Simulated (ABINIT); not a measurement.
# C (C2/m) in ABINIT: notebook, part 2 of 2

ABINIT 10.8.3 (patched build). The steps go on from the part before.

## Step 3: Single point, AM05

run.abi

```
# Pseudopotentials
pp_dirpath "./"
pseudos "C.upf"

# Structure
acell 2.4564546488 2.4564546488 3.7645254158 Angstrom
rprim
     0.8660124494    -0.5000224370     0.0000000000
     0.8660124494     0.5000224370     0.0000000000
    -0.3663329314     0.0000000000     0.9304838437
ntypat 1
znucl 6
natom 2
typat 1 1
xcart
    -1.2659823179     0.0000000000     6.6187736417
     6.7000239286     0.0000000000     0.0006158680
chkprim 0
chksymtnons 0
tolsym 1.0e-6

# Plane-wave basis
ecut 41.0

# k points
kptopt 1
ngkpt 10 10 6
nshiftk 1
shiftk 0.0 0.0 0.0

# Exchange and correlation
ixc -120135

# Bands and occupations
nband 8
occopt 3
tsmear 0.00183747

# SCF cycle
nstep 100
tolvrs 1.0e-10

# Output
iomode 3
prtwf 0
prtden 0
prteig 0
prtebands 0
```

Potentials or basis: PseudoDojo NC SR PBEsol v0.4.1 standard.

The run is started by

```
$ abinit run.abi > log 2>&1
```

run.abo:

```text
.Version 10.8.3 of ABINIT
 Symmetries : space group C2/m (# 12); Bravais mC (1-face-center monocl.)
================================================================================
 Values of the parameters that define the memory need of the present run
     intxc =       0    ionmov =       0      iscf =       7    lmnmax =       4
     lnmax =       4     mgfft =      45  mpssoang =       2    mqgrid =    3001
     natom =       2  nloc_mem =       1    nspden =       1   nspinor =       1
    nsppol =       1      nsym =       4    n1xccc =    2501    ntypat =       1
    occopt =       3   xclevel =       2
       mpw =        1570          nfft =       40500          nkpt =         172
================================================================================
================================================================================

--------------------------------------------------------------------------------
------------- Echo of variables that govern the present computation ------------
--------------------------------------------------------------------------------
 -outvars: echo values of preprocessed input variables --------
            acell      4.6420265269E+00  4.6420265269E+00  7.1139220299E+00 Bohr
              amu      1.20110000E+01
          chkprim           0
      chksymtnons           0
             ecut      4.10000000E+01 Hartree
                       outvar_i_n : Printing only first  50 k-points.
              ixc     -120135
                       outvar_i_n : Printing only first  50 k-points.
         kptrlatt       10    0    0      0   10    0      0    0    6
          kptrlen      4.26835322E+01
            natom           2
            nband           8
            ngfft          30      30      45
             nkpt         172
            nstep         100
             nsym           4
           ntypat           1
                       prtocc : prtvol=0, do not print more k-points.
           occopt           3
           prtden           0
        prtebands           0
           prteig           0
            prtwf           0
            rprim      8.6601244940E-01 -5.0002243700E-01  0.0000000000E+00
                       8.6601244940E-01  5.0002243700E-01  0.0000000000E+00
                      -3.6633293140E-01  0.0000000000E+00  9.3048384370E-01
          spgroup          12
           tolsym      1.00000000E-06
           tolvrs      1.00000000E-10
           tsmear      1.83747000E-03 Hartree
            typat      1  1
                       outvars : Printing only first  50 k-points.
           xangst     -6.6992899158E-01 -1.3866287359E-17  3.5025041729E+00
                       3.5454999731E+00 -5.2000084692E-17  3.2590331030E-04
            xcart     -1.2659823179E+00 -2.6203485491E-17  6.6187736417E+00
                       6.7000239286E+00 -9.8265918591E-17  6.1586800000E-04
             xred      1.6664446988E-01  1.6664446988E-01  9.9990695933E-01
                       8.3335552941E-01  8.3335552941E-01  9.3039999940E-05
            znucl        6.00000

================================================================================

 chkinp: Checking input parameters for consistency.

================================================================================
== DATASET  1 ==================================================================

--- !DatasetInfo
iteration_state: {dtset: 1, }
dimensions: {natom: 2, nkpt: 172, mband: 8, nsppol: 1, nspinor: 1, nspden: 1, mpw: 1570, }
cutoff_energies: {ecut:  41.0, pawecutdg:  -1.0, }
electrons: {nelect:   8.00000000E+00, charge:   0.00000000E+00, occopt:   3.00000000E+00, tsmear:   1.83747000E-03, }
meta: {optdriver: 0, ionmov: 0, optcell: 0, iscf: 7, paral_kgb: 0, }
...

 Real(R)+Recip(G) space primitive vectors, cartesian coordinates (Bohr,Bohr^-1):
 R(1)=  4.0200528 -2.3211174  0.0000000  G(1)=  0.1243765 -0.2154135  0.0489672
 R(2)=  4.0200528  2.3211174  0.0000000  G(2)=  0.1243765  0.2154135  0.0489672
 R(3)= -2.6060639  0.0000000  6.6193895  G(3)=  0.0000000  0.0000000  0.1510713
[... 46 lines left out ...]
- [ -2.6060639,   0.0000000,   6.6193895, ]
lattice_lengths: [   4.64203,    4.64203,    7.11392, ]
lattice_angles: [108.497, 108.497,  60.003, ] # degrees, (23, 13, 12)
lattice_volume:   1.2353124E+02
convergence: {deltae: -2.718E-13, res2:  5.020E-12, residm:  4.287E-04, diffor: null, }
etotal    :  -1.19906703E+01
entropy   :   0.00000000E+00
fermie    :   1.75004338E-01
cartesian_stress_tensor: # hartree/bohr^3
- [ -6.42671273E-05,   0.00000000E+00,   9.83269972E-07, ]
- [  0.00000000E+00,  -6.20160419E-05,   0.00000000E+00, ]
- [  9.83269972E-07,   0.00000000E+00,  -5.61610241E-05, ]
pressure_GPa:   1.7892E+00
xred      :
- [  1.6664E-01,   1.6664E-01,   9.9991E-01,  C]
- [  8.3336E-01,   8.3336E-01,   9.3040E-05,  C]
cartesian_forces: # hartree/bohr
- [ -4.87545369E-05,   1.06023061E-21,   1.18628271E-04, ]
- [  4.87545369E-05,  -1.06023061E-21,  -1.18628271E-04, ]
force_length_stats: {min:   1.28256273E-04, max:   1.28256273E-04, mean:   1.28256273E-04, }
...

 Integrated electronic density in atomic spheres:
 ------------------------------------------------
 Atom  Sphere_radius  Integrated_density
    1        2.00000          4.81256428
    2        2.00000          4.81256428
================================================================================

 ----iterations are completed or convergence reached----

 Mean square residual over all n,k,spin=   49.616E-08; max=  42.867E-05
 reduced coordinates (array xred) for    2 atoms
       0.166644469884      0.166644469884      0.999906959328
       0.833355529413      0.833355529413      0.000093040000
 rms dE/dt=  5.5049E-04; max dE/dt=  9.1230E-04; dE/dt below (all hartree)
    1       0.000195995811      0.000195995811     -0.000912304169
    2      -0.000195995811     -0.000195995811      0.000912304169

 cartesian coordinates (angstrom) at end:
    1     -0.66992899158435    -0.00000000000000     3.50250417293696
    2      3.54549997311460    -0.00000000000000     0.00032590331030

 cartesian forces (hartree/bohr) at end:
    1     -0.00004875453694     0.00000000000000     0.00011862827057
    2      0.00004875453694    -0.00000000000000    -0.00011862827057
 frms,max,avg= 7.4048793E-05 1.1862827E-04   0.000E+00  0.000E+00  0.000E+00 h/b

 cartesian forces (eV/Angstrom) at end:
    1     -0.00250705909015     0.00000000000000     0.00610011093776
    2      0.00250705909015    -0.00000000000000    -0.00610011093776
 frms,max,avg= 3.8077421E-03 6.1001109E-03   0.000E+00  0.000E+00  0.000E+00 e/A
 length scales=  4.642026526945  4.642026526945  7.113922029881 bohr
              =  2.456454648800  2.456454648800  3.764525415800 angstroms
 Fermi (or HOMO) energy (hartree) =   0.17500   Average Vxc (hartree)=  -0.37583
 Eigenvalues (hartree) for nkpt= 172  k points:
 kpt#   1, nband=  8, wtk=  0.00167, kpt=  0.0000  0.0000  0.0000 (reduced coord)
  -0.55119   -0.08085    0.06415    0.06428    0.31711    0.48401    0.48409    0.59534
      occupation numbers for kpt#   1
   2.00000    2.00000    2.00000    2.00000    0.00000    0.00000    0.00000    0.00000
 prteigrs : prtvol=0 or 1, do not print more k-points.

--- !EnergyTerms
iteration_state     : {dtset: 1, }
comment             : Components of total free energy in Hartree
kinetic             :  8.39894318873182E+00
hartree             :  3.72814292549657E+00
xc                  : -4.24246413450682E+00
Ewald energy        : -7.95235816341778E+00
psp_core            :  5.63302686031647E-01
local_psp           : -1.19013252306683E+01
non_local_psp       : -5.84911605026826E-01
internal            : -1.19906703333597E+01
'-kT*entropy'       : -9.43035633122226E-10
total_energy        : -1.19906703343027E+01
total_energy_eV     : -3.26282761814937E+02
band_energy         : -1.31391523819049E+00
...

 Cartesian components of stress tensor (hartree/bohr^3)
  sigma(1 1)= -6.42671273E-05  sigma(3 2)=  0.00000000E+00
  sigma(2 2)= -6.20160419E-05  sigma(3 1)=  9.83269972E-07
  sigma(3 3)= -5.61610241E-05  sigma(2 1)=  0.00000000E+00

-Cartesian components of stress tensor (GPa)         [Pressure=  1.7892E+00 GPa]
- sigma(1 1)= -1.89080416E+00  sigma(3 2)=  0.00000000E+00
- sigma(2 2)= -1.82457495E+00  sigma(3 1)=  2.89288013E-02
- sigma(3 3)= -1.65231438E+00  sigma(2 1)=  0.00000000E+00

== END DATASET(S) ==============================================================
================================================================================

 -outvars: echo values of variables after computation  --------
            acell      4.6420265269E+00  4.6420265269E+00  7.1139220299E+00 Bohr
           etotal     -1.1990670334E+01
            fcart     -4.8754536943E-05  1.0602306099E-21  1.1862827057E-04
                       4.8754536943E-05 -1.0602306099E-21 -1.1862827057E-04
            rprim      8.6601244940E-01 -5.0002243700E-01  0.0000000000E+00
                       8.6601244940E-01  5.0002243700E-01  0.0000000000E+00
                      -3.6633293140E-01  0.0000000000E+00  9.3048384370E-01
           strten     -6.4267127281E-05 -6.2016041927E-05 -5.6161024141E-05
                       0.0000000000E+00  9.8326997172E-07  0.0000000000E+00
           xangst     -6.6992899158E-01 -1.3866287359E-17  3.5025041729E+00
                       3.5454999731E+00 -5.2000084692E-17  3.2590331030E-04
             xred      1.6664446988E-01  1.6664446988E-01  9.9990695933E-01
                       8.3335552941E-01  8.3335552941E-01  9.3039999940E-05
 Calculation completed.
```

It took 65 s on 1 thread of Intel Xeon Platinum 8259CL at 2.50GHz (Skylake/Cascade Lake), shared host; peak memory 0.09 GiB.

What came out:

```
Free energy                                       : -326.2828 eV
Pressure                                          : 1.8 GPa
Largest force                                     : 0.007 eV/Å
Band gap on the k mesh                            : 1.39 eV, indirect (least direct gap 1.41 eV)
All electrons inside the program's atomic spheres : C 4.81 (radii [1.0584] Å)
```

Forces in eV/Å, atoms in the order of the input:
```
C   -0.003  0.000  0.006
C    0.003  0.000 -0.006
```

Stress tensor (GPa, compression positive):
```
 1.89  0.00 -0.03
 0.00  1.82  0.00
-0.03  0.00  1.65
```

Caveat: the potentials were made for another functional, which shifts forces and pressure; this functional lacks dispersion, which binds the layers, so the pressure and a relaxed spacing across them are unreliable.
